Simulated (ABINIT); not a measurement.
The system is GaAs.

```
As Ga
1.0
     0.00000    2.82685    2.82685
     2.82685    0.00000    2.82685
     2.82685    2.82685    0.00000
As Ga
1 1
Cartesian
  4.2403 4.2403 4.2403
  0.0000 0.0000 0.0000
```

Base run:

```yaml
Program: ABINIT 10.8.3 (patched build)
Functional: PBEsol
Potentials_or_basis: JTH PAW PBE v2.0
Cutoff: 354 eV
k_mesh: 6 × 6 × 6
Occupations: fermi-dirac, width 0.05 eV
Spin: no spin polarisation
```

Its results: band gap on the k mesh 0.43 eV, direct; pressure 0.0 GPa.

The run is repeated on the same cell with these changes: potentials or basis from JTH PAW PBE v2.0 to PseudoDojo NC SR PBEsol v0.4 stringent; cutoff from 354 eV to 1442 eV; valence electrons from 28 to 44. What comes out?

Band gap on the k mesh 0.44 eV, direct; pressure -0.6 GPa.

Caveats: the PAW data sets were made with another functional, which shifts forces and pressure a little (some runs).

A k mesh can miss the band edges.
